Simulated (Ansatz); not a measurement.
BeTe:

```
CELL_PARAMETERS angstrom
1.78700 -4.79745 0.00000
1.78700 4.79745 0.00000
0.00000 0.00000 3.56915
ATOMIC_POSITIONS crystal
Be 0.50000 0.50000 0.50000
Te 0.00000 0.00000 0.00000
```

The cell was built by a generator and needn't be a form met in nature.

| Quantity | Value |
| --- | --- |
| Program | Ansatz 0.2.0 |
| Task | relaxation of cell and atoms |
| Functional | HSE03 |
| Potentials or basis | Ansatz PAW |
| Cutoff | 420 eV (not typed: the program's choice for these potentials) |
| k mesh | 4 × 4 × 4 |
| Occupations | fermi-dirac, width 0.05 eV |
| Spin | no spin polarisation |

At the start: volume 30.60 Å³/atom.

Where does the relaxation end?

It ends after 9 steps and the volume is 28.11 Å³/atom (-8.1 %); space group Cmmm (No. 65, to 0.05 Å).

Step by step:
| step | energy change (eV) | largest force (eV/Å) | volume (Å³) |
| --- | --- | --- | --- |
| 1 | 0.0000 | 0.0000 | 61.20 |
| 2 | -0.0017 | 0.0000 | 59.91 |
| 3 | -0.0028 | 0.0000 | 60.18 |
| 4 | -0.0031 | 0.0000 | 59.97 |
| 5 | -0.0037 | 0.0000 | 59.29 |
| 6 | -0.0048 | 0.0000 | 57.65 |
| 7 | -0.0055 | 0.0000 | 57.02 |
| 8 | -0.0058 | 0.0000 | 56.21 |
| 9 | -0.0053 | 0.0000 | 56.21 |

Final structure:
```xyz
2
Lattice="1.7886 -4.4527 0.0000 1.7886 4.4527 0.0000 0.0000 0.0000 3.5290" Properties=species:S:1:pos:R:3 pbc="T T T"
Be    1.7886    0.0000    1.7645
Te    0.0000    0.0000    0.0000
```

Caveat: the k mesh is coarse (spacing up to 0.47 Å⁻¹), so the values aren't converged, least of all with exact exchange; the plane-wave basis is chosen anew once the cell has moved, so the energies of steps on either side of that aren't comparable; the PAW data sets come from PBE, with cores solved anew for the run's functional, which leaves a small shift of forces and pressure.
